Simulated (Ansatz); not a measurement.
FeCo3 (Pm-3m)

The calculation used DFT r2SCAN, scalar-relativistic, plane waves, PAW in Ansatz 0.2.0.

Plane waves to 500 eV, a k mesh through Γ of 12×12×12 on the computed 4-atom cell and Gaussian smearing (0.10 eV); collinear spin from starting moments 3.21 2.09 2.09 2.09 μB.

The structure is relaxed at this level of theory with its symmetry kept. Whether it is the stable form of this composition wasn't checked.

```
Fe Co
1.0
     3.53709    0.00000    0.00000
     0.00000    3.53709    0.00000
     0.00000    0.00000    3.53709
Fe Co
1 3
Direct
  0.00000 0.00000 0.00000
  0.50000 0.50000 0.00000
  0.50000 0.00000 0.50000
  0.00000 0.50000 0.50000
```

```
Space group                                                       : Pm-3m (No. 221)
Volume per atom                                                   : 11.06 Å³
Formation energy from the elements' standard states (uncorrected) : -0.035 eV/atom
Generalised Kohn–Sham band gap                                    : none (metal)
Density of states at the Fermi level                              : 2.18 states/eV per cell
Löwdin character within 0.5 eV of the Fermi level                 : Co 3d 72 %, Fe 3d 14 %, unprojected 5 %
Bulk modulus                                                      : 201 GPa
Its pressure derivative                                           : 2.9
Bader charges (e)                                                 : Fe (1 in the cell) 0.28, Co (3 in the cell) -0.09
Total moment                                                      : 8.17 μB per cell
Site moments (μB; atoms counted from 1 over the whole cell)       : Fe (atom 1) 2.92, Co (atom 2) 1.90, Co (atom 3) 1.90, Co (atom 4) 1.90
```

The state reached may not be the lowest one.

Only this magnetic start was tried.